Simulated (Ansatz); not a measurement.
# Phases of As at 220 GPa

Structure types of As are relaxed in primitive cells with their symmetry kept at 220 GPa, first on PAW files, then by LAPW. The enthalpy is E + pV at zero temperature, without zero-point motion. Only the types listed were tried, and differences under about 5 meV/atom are mesh noise. The real phase may be another.

Level of theory: DFT with PBE, scalar-relativistic, in Ansatz 0.2.0; Fermi–Dirac smearing of 0.08 eV, no spin polarisation. LAPW: all electrons, basis error target 0.5 meV/atom; PAW: frozen-core files, cutoff 420 eV.

k meshes: fcc 19×19×19, bcc 20×20×20, hcp 18×18×10, beta tin 19×19×19, omega 10×10×13, sc 17×17×17.

Question: Which type is lowest in enthalpy, and by how much?

Answer: bcc, 118 meV/atom below omega. The whole table:

```json
{"start type": "fcc", "ends as": "fcc, Fm-3m", "a, b, c (Å)": "3.413, 3.413, 3.413", "V (Å³/atom)": "9.94", "H − H(lowest), LAPW (meV/atom)": "243.9", "same, PAW": "243.2"}
{"start type": "bcc", "ends as": "bcc, Im-3m", "a, b, c (Å)": "2.704, 2.704, 2.704", "V (Å³/atom)": "9.88", "H − H(lowest), LAPW (meV/atom)": "0.0", "same, PAW": "0.0"}
{"start type": "hcp", "ends as": "hcp, P6_3/mmc", "a, b, c (Å)": "2.452, 2.452, 3.809", "V (Å³/atom)": "9.91", "H − H(lowest), LAPW (meV/atom)": "163.7", "same, PAW": "163.1"}
{"start type": "beta tin", "ends as": "beta tin, I4_1/amd", "a, b, c (Å)": "4.252, 4.252, 2.270", "V (Å³/atom)": "10.26", "H − H(lowest), LAPW (meV/atom)": "657.0", "same, PAW": "659.0"}
{"start type": "omega", "ends as": "omega, P6/mmm", "a, b, c (Å)": "3.878, 3.878, 2.287", "V (Å³/atom)": "9.93", "H − H(lowest), LAPW (meV/atom)": "118.1", "same, PAW": "118.5"}
{"start type": "sc", "ends as": "sc, Pm-3m", "a, b, c (Å)": "2.191, 2.191, 2.191", "V (Å³/atom)": "10.52", "H − H(lowest), LAPW (meV/atom)": "750.8", "same, PAW": "753.7"}
```

Question: Split the lead of bcc over omega into energy and pV.

Answer: For omega less bcc: ΔE = +54.4 meV/atom, and p·ΔV = 220 GPa × +0.0464 Å³ × 6.242 meV/(GPa·Å³) = +63.7 meV/atom, together 118.1 meV/atom. bcc wins on both counts.
